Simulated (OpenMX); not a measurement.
Mo:

```xyz
1
Lattice="-1.5838 1.5838 1.5838 1.5838 -1.5838 1.5838 1.5838 1.5838 -1.5838" Properties=species:S:1:pos:R:3 pbc="T T T"
Mo    0.0000    0.0000    0.0000
```

Base run:

| Property | Result |
| --- | --- |
| Program | OpenMX 3.8.5 |
| Functional | PBE |
| Potentials or basis | OpenMX 2013 PBE set, Mo7.0-s3p2d2f1, grid cutoff 400 Ry |
| k mesh | 13 × 13 × 13 |
| Occupations | fermi-dirac, width 0.05 eV |
| Spin | no spin polarisation |

Its results: pressure -1.8 GPa.

Task: The run is repeated on the same cell with these changes: potentials or basis from OpenMX 2013 PBE set, Mo7.0-s3p2d2f1, grid cutoff 400 Ry to OpenMX 2013 PBE set, Mo7.0-s3p2d1, grid cutoff 400 Ry. What comes out?

Result: Pressure 3.4 GPa.

Caveats: the basis of atomic orbitals isn't converged, which shifts pressures, moduli and gaps.
